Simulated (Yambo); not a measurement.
# HgTe (Coloradoite) (F-43m) in Yambo: notebook

Runs on HgTe (Coloradoite). Level: PBEsol. Tasks: optical spectrum.

All numbers are computed with Yambo 5.3.0; they aren't measurements. Logs are shortened: lines on timing, memory, paths and dates and some standing lists are left out, and cuts for length are marked.

**1. Starting point**

It takes space group F-43m (No. 216, cubic). The conventional cell has a = 6.429 Å, b = 6.429 Å, c = 6.429 Å, α = 90.00°, β = 90.00°, γ = 90.00°. Hg (site symmetry -43m) is surrounded by 4 Te at 2.78 Å. Around Te (site symmetry -43m) lie 4 Hg at 2.78 Å.

**2. Optical spectrum, PBEsol**

Contents of optics3.in:

```
optics
chi
Chimod= "IP"
% BndsRnXd
 1 | 38 |
%
% LongDrXd
 0 | 1 | 0 |
%
% QpntsRXd
 1 | 1 |
%
% EnRngeXd
 0 | 20 | eV
%
% DmRngeXd
 0.3 | 0.3 | eV
%
ETStpsXd= 300
```

Contents of scf.in:

```
&CONTROL
  calculation = 'scf'
  prefix = 'pwscf'
  outdir = './tmp'
  pseudo_dir = './pseudo'
/
&SYSTEM
  ibrav = 0
  nat = 2
  ntyp = 2
  ecutwfc = 80
  nbnd = 26
  occupations = 'smearing'
  smearing = 'fd'
  degauss = 0.00367493
  force_symmorphic = .true.
/
&ELECTRONS
  conv_thr = 4d-10
  electron_maxstep = 120
  mixing_beta = 0.5
/
ATOMIC_SPECIES
Hg   200.5920 Hg.upf
Te   127.6000 Te.upf
CELL_PARAMETERS angstrom
   0.0000000000    3.2145000000    3.2145000000
   3.2145000000    0.0000000000    3.2145000000
   3.2145000000    3.2145000000    0.0000000000
ATOMIC_POSITIONS crystal
Hg     0.0000000000    0.0000000000    0.0000000000
Te     0.7500000000    0.7500000000    0.7500000000
K_POINTS automatic
8 8 8 0 0 0
```

Contents of nscf.in:

```
&CONTROL
  calculation = 'nscf'
  prefix = 'pwscf'
  outdir = './tmp'
  pseudo_dir = './pseudo'
/
&SYSTEM
  ibrav = 0
  nat = 2
  ntyp = 2
  ecutwfc = 80
  nbnd = 38
  occupations = 'smearing'
  smearing = 'fd'
  degauss = 0.00367493
  force_symmorphic = .true.
/
&ELECTRONS
  conv_thr = 1d-08
  diago_full_acc = .true.
  diago_thr_init = 1d-06
/
ATOMIC_SPECIES
Hg   200.5920 Hg.upf
Te   127.6000 Te.upf
CELL_PARAMETERS angstrom
   0.0000000000    3.2145000000    3.2145000000
   3.2145000000    0.0000000000    3.2145000000
   3.2145000000    3.2145000000    0.0000000000
ATOMIC_POSITIONS crystal
Hg     0.0000000000    0.0000000000    0.0000000000
Te     0.7500000000    0.7500000000    0.7500000000
K_POINTS automatic
8 8 8 0 0 0
```

Potentials or basis: PseudoDojo 0.4.1 SR PBEsol standard.

Run with:

```
> OMP_NUM_THREADS=1 pw.x -in scf.in > scf.out
> OMP_NUM_THREADS=1 pw.x -in nscf.in > nscf.out
> cd tmp/pwscf.save; p2y; mv SAVE ../..; cd ../..
> OMP_NUM_THREADS=1 yambo
> OMP_NUM_THREADS=1 yambo -F optics3.in -J optics3 -C optics3_out
```

Yambo's report:

```text
[... sections 02.01 to 02.04 as in the set-up run ...]

  [02.05] Energies & Occupations
  ==============================

  [X] === General ===
  [X] Electronic Temperature                        :  0.258606E-1   300.100    [eV K]
  [X] Bosonic    Temperature                        :  0.258606E-1   300.100    [eV K]
  [X] Finite Temperature mode                       : yes
  [X] El. density                                   :  0.54192E+24 [cm-3]
  [X] Fermi Level                                   :  9.010455 [eV]

  [X] === Gaps and Widths ===
  [X] Conduction Band Min                           :  9.010455 [eV]
  [X] Valence Band Max                              :  9.010455 [eV]
  [X] Filled Bands                                  :  16
  [X] Metallic Bands                                :  17  19
  [X] Empty Bands                                   :   20   38

  [X] === Metallic Characters ===
  [X] N of el / N of met el                         :  36.00000   4.00027
  [X] Average metallic occ.                         :  0.333356

  [WARNING] [X] Metallic system

 [03] Transferred momenta grid and indexing
 ==========================================

 IBZ Q-points                                      :  29
 BZ  Q-points                                      :   512

 K/Q-points units:
 rlu = crystal or reduced units; cc = cartesian coordinates; iku = interal k-units

 Q [ 1]         [rlu]:  0.000000  0.000000  0.000000
 Q [ 2]         [rlu]:  0.18526E-17  0.18526E-17  0.12500
 Q [ 3]         [rlu]:  0.37051E-17  0.37051E-17  0.25000
 Q [ 4]         [rlu]: -0.60157E-17 -0.60157E-17  0.37500
 Q [ 5]         [rlu]: -0.74102E-17 -0.74102E-17 -0.50000
 Q [ 6]         [rlu]: -0.23307E-18  0.12500      0.12500
 Q [ 7]         [rlu]:  0.18526E-17  0.12500      0.25000
 Q [ 8]         [rlu]:  0.37051E-17  0.12500      0.37500
 Q [ 9]         [rlu]: -0.10624E-16  0.12500      0.50000
 Q [10]         [rlu]: -0.74102E-17  0.12500     -0.37500
 Q [11]         [rlu]:  0.60157E-17  0.12500     -0.25000
 Q [12]         [rlu]: -0.27834E-17  0.12500     -0.12500
 Q [13]         [rlu]: -0.46615E-18  0.25000      0.25000
 Q [14]         [rlu]:  0.56442E-16  0.25000      0.37500
 Q [15]         [rlu]:  0.55486E-17  0.25000      0.50000
[... 12 lines left out ...]
 Q [28]         [rlu]:  0.125000 -0.500000 -0.375000
 Q [29]         [rlu]:  0.250000 -0.500000 -0.250000

 [04] Dipoles
 ============

  [04.01] Setup: observables and procedures
  =========================================

  [WF-Oscillators/G space/Transverse up loader] Normalization (few states)  min/max  :  0.36294E-17   1.0000

  [WR./optics3//ndb.dipoles]------------------------------------------------------
   Brillouin Zone Q/K grids (IBZ/BZ)                :    29   512    29   512
   RL vectors                                       :   6735 [WF]
   Fragmentation                                    : yes
   Electronic Temperature                           :  300.1000 [K]
   Bosonic    Temperature                           :  300.1000 [K]
   DIP band range                                   :    1   38
   DIP band range limits                            :  19  17
   DIP e/h energy range                             : -1.000000 -1.000000 [eV]
   RL vectors in the sum                            :   6735
   [r,Vnl] included                                 : yes
   Bands ordered                                    : yes
   Direct v evaluation                              : no
   Approach used                                    : G-space v
   Dipoles computed                                 : R V P [G-space]
   Wavefunctions                                    : Perdew, Burke & Ernzerhof SOL(X)+Perdew, Burke & Ernzerhof SOL(C)

  [WARNING] [r,Vnl^pseudo] included in position and velocity dipoles.

  [WARNING] In case H contains other non local terms, these are neglected

 [05] Optics
 ===========

 [X-CG] R(p) Tot o/o(of R):    7157  186970     100

 [WARNING] The system is a metal but Drude term not included.
```

It took 58 s on 1 thread of Intel Xeon 6975P-C (Granite Rapids), shared host; peak memory 0.27 GiB.

What came out:

```yaml
Band_gap_on_the_k_mesh_mean-field_level: none (metal or under the smearing width)
```

Dielectric function (along the field direction of the input):
| energy (eV) | real part | imaginary part |
| --- | --- | --- |
| 0.27 | 19.29 | 1.72 |
| 1.27 | 14.57 | 10.72 |
| 2.34 | 6.86 | 9.06 |
| 3.34 | 5.46 | 7.12 |
| 4.41 | 1.74 | 9.07 |
| 5.42 | 0.35 | 7.58 |
| 6.49 | -1.92 | 5.17 |
| 7.49 | -1.75 | 2.83 |
| 8.56 | -0.94 | 2.31 |
| 9.57 | -0.91 | 1.84 |
| 10.64 | -0.60 | 1.13 |
| 11.64 | -0.26 | 1.08 |
| 12.71 | -0.08 | 0.91 |
| 13.71 | 0.02 | 0.80 |
| 14.78 | 0.23 | 0.61 |
| 15.79 | 0.33 | 0.54 |
| 16.86 | 0.51 | 0.66 |
| 17.86 | 0.38 | 0.71 |
| 18.93 | 0.40 | 0.52 |
| 20.00 | 0.48 | 0.55 |

Caveat: the intraband (Drude) term of the metal is left out; the ground state has no gap, which makes the many-body step unreliable; spectra need much finer meshes, so this one isn't converged; independent-particle spectra lack excitons. Spin-orbit coupling is left out, which matters for the levels of Hg, Te.

**3. Optical spectrum, PBEsol**

Contents of optics4.in:

```
optics
chi
Chimod= "HARTREE"
% BndsRnXd
 1 | 38 |
%
NGsBlkXd= 1 Ry
% LongDrXd
 1 | 0 | 0 |
%
% QpntsRXd
 1 | 1 |
%
% EnRngeXd
 0 | 30 | eV
%
% DmRngeXd
 0.05 | 0.05 | eV
%
ETStpsXd= 200
```

scf.in is that of step 2.

nscf.in is that of step 2.

Potentials or basis: PseudoDojo 0.4.1 SR PBEsol standard.

Run with:

```
> OMP_NUM_THREADS=1 pw.x -in scf.in > scf.out
> OMP_NUM_THREADS=1 pw.x -in nscf.in > nscf.out
> cd tmp/pwscf.save; p2y; mv SAVE ../..; cd ../..
> OMP_NUM_THREADS=1 yambo
> OMP_NUM_THREADS=1 yambo -F optics4.in -J optics4 -C optics4_out
```

Yambo's report:

```text
[... sections 02.01 to 02.04 as in the set-up run ...]

  [02.05] Energies & Occupations
  ==============================

  [X] === General ===
  [X] Electronic Temperature                        :  0.258606E-1   300.100    [eV K]
  [X] Bosonic    Temperature                        :  0.258606E-1   300.100    [eV K]
  [X] Finite Temperature mode                       : yes
  [X] El. density                                   :  0.54192E+24 [cm-3]
  [X] Fermi Level                                   :  9.010455 [eV]

  [X] === Gaps and Widths ===
  [X] Conduction Band Min                           :  9.010455 [eV]
  [X] Valence Band Max                              :  9.010455 [eV]
  [X] Filled Bands                                  :  16
  [X] Metallic Bands                                :  17  19
  [X] Empty Bands                                   :   20   38

  [X] === Metallic Characters ===
  [X] N of el / N of met el                         :  36.00000   4.00027
  [X] Average metallic occ.                         :  0.333356

  [WARNING] [X] Metallic system

 [03] Transferred momenta grid and indexing
 ==========================================

 IBZ Q-points                                      :  29
 BZ  Q-points                                      :   512

 K/Q-points units:
 rlu = crystal or reduced units; cc = cartesian coordinates; iku = interal k-units

 Q [ 1]         [rlu]:  0.000000  0.000000  0.000000
 Q [ 2]         [rlu]:  0.18526E-17  0.18526E-17  0.12500
 Q [ 3]         [rlu]:  0.37051E-17  0.37051E-17  0.25000
 Q [ 4]         [rlu]: -0.60157E-17 -0.60157E-17  0.37500
 Q [ 5]         [rlu]: -0.74102E-17 -0.74102E-17 -0.50000
 Q [ 6]         [rlu]: -0.23307E-18  0.12500      0.12500
 Q [ 7]         [rlu]:  0.18526E-17  0.12500      0.25000
 Q [ 8]         [rlu]:  0.37051E-17  0.12500      0.37500
 Q [ 9]         [rlu]: -0.10624E-16  0.12500      0.50000
 Q [10]         [rlu]: -0.74102E-17  0.12500     -0.37500
 Q [11]         [rlu]:  0.60157E-17  0.12500     -0.25000
 Q [12]         [rlu]: -0.27834E-17  0.12500     -0.12500
 Q [13]         [rlu]: -0.46615E-18  0.25000      0.25000
 Q [14]         [rlu]:  0.56442E-16  0.25000      0.37500
 Q [15]         [rlu]:  0.55486E-17  0.25000      0.50000
 Q [16]         [rlu]:  0.23106E-17  0.25000     -0.37500
 Q [17]         [rlu]: -0.55668E-17  0.25000     -0.25000
 Q [18]         [rlu]: -0.69922E-18  0.37500      0.37500
 Q [19]         [rlu]:  0.83737E-16  0.37500      0.50000
 Q [20]         [rlu]:  0.13875E-16  0.37500     -0.37500
 Q [21]         [rlu]:  0.93230E-18 -0.50000     -0.50000
 Q [22]         [rlu]:  0.125000  0.250000  0.375000
 Q [23]         [rlu]:  0.125000  0.250000  0.500000
 Q [24]         [rlu]:  0.125000  0.250000 -0.375000
 Q [25]         [rlu]:  0.125000  0.375000  0.500000
 Q [26]         [rlu]:  0.125000  0.375000  0.625000
 Q [27]         [rlu]:  0.125000  0.375000 -0.250000
 Q [28]         [rlu]:  0.125000 -0.500000 -0.375000
 Q [29]         [rlu]:  0.250000 -0.500000 -0.250000

 [04] Dipoles
 ============

  [04.01] Setup: observables and procedures
  =========================================

  [WF-Oscillators/G space/Transverse up loader] Normalization (few states)  min/max  :  0.36294E-17   1.0000

  [WR./optics4//ndb.dipoles]------------------------------------------------------
   Brillouin Zone Q/K grids (IBZ/BZ)                :    29   512    29   512
   RL vectors                                       :   6735 [WF]
   Fragmentation                                    : yes
   Electronic Temperature                           :  300.1000 [K]
   Bosonic    Temperature                           :  300.1000 [K]
   DIP band range                                   :    1   38
   DIP band range limits                            :  19  17
   DIP e/h energy range                             : -1.000000 -1.000000 [eV]
   RL vectors in the sum                            :   6735
   [r,Vnl] included                                 : yes
   Bands ordered                                    : yes
   Direct v evaluation                              : no
   Approach used                                    : G-space v
   Dipoles computed                                 : R V P [G-space]
   Wavefunctions                                    : Perdew, Burke & Ernzerhof SOL(X)+Perdew, Burke & Ernzerhof SOL(C)

  [WARNING] [r,Vnl^pseudo] included in position and velocity dipoles.

  [WARNING] In case H contains other non local terms, these are neglected

 [05] Optics
 ===========

 [X-CG] R(p) Tot o/o(of R):    7157  186970     100

 [WARNING] The system is a metal but Drude term not included.
```

Wall time 62 s (1 thread of Intel Xeon 6975P-C (Granite Rapids), shared host); peak memory 0.59 GiB.

What came out:

| Quantity | Value |
| --- | --- |
| Band gap on the k mesh, mean-field level | none (metal or under the smearing width) |
| Peak of the energy-loss function | 15.7 eV |

Dielectric function (along the field direction of the input):
| energy (eV) | real part | imaginary part |
| --- | --- | --- |
| 0.30 | 20.20 | 0.44 |
| 1.21 | 18.99 | 3.55 |
| 2.26 | 3.24 | 4.62 |
| 3.32 | 2.74 | 5.24 |
| 4.37 | 2.84 | 6.62 |
| 5.43 | 1.08 | 8.80 |
| 6.48 | 0.11 | 3.58 |
| 7.39 | -1.86 | 1.78 |
| 8.44 | -0.91 | 1.59 |
| 9.50 | -0.58 | 1.87 |
| 10.55 | -0.68 | 1.10 |
| 11.61 | -0.46 | 0.91 |
| 12.66 | 0.09 | 0.74 |
| 13.57 | 0.11 | 0.67 |
| 14.62 | 0.30 | 0.61 |
| 15.68 | 0.24 | 0.49 |
| 16.73 | 0.71 | 0.63 |
| 17.79 | 0.48 | 0.87 |
| 18.84 | 0.46 | 0.49 |
| 19.90 | 0.69 | 0.49 |

Energy-loss function:
| energy (eV) | loss |
| --- | --- |
| 0.0 | 0.000 |
| 1.4 | 0.015 |
| 2.6 | 0.096 |
| 3.9 | 0.069 |
| 5.3 | 0.177 |
| 6.5 | 0.279 |
| 7.8 | 0.389 |
| 9.2 | 0.449 |
| 10.4 | 0.500 |
| 11.8 | 1.424 |
| 13.1 | 1.412 |
| 14.3 | 1.162 |
| 15.7 | 1.640 |
| 16.9 | 0.878 |
| 18.2 | 1.175 |
| 19.6 | 0.925 |
| 20.8 | 0.905 |
| 22.2 | 0.888 |
| 23.5 | 0.707 |
| 24.7 | 0.617 |
| 26.1 | 0.539 |
| 27.4 | 0.548 |
| 28.6 | 0.375 |
| 30.0 | 1.040 |

Caveat: the intraband (Drude) term of the metal is left out; the ground state has no gap, which makes the many-body step unreliable; spectra need much finer meshes, so this one isn't converged; these spectra lack excitons. Spin-orbit coupling is left out, which matters for the levels of Hg, Te.
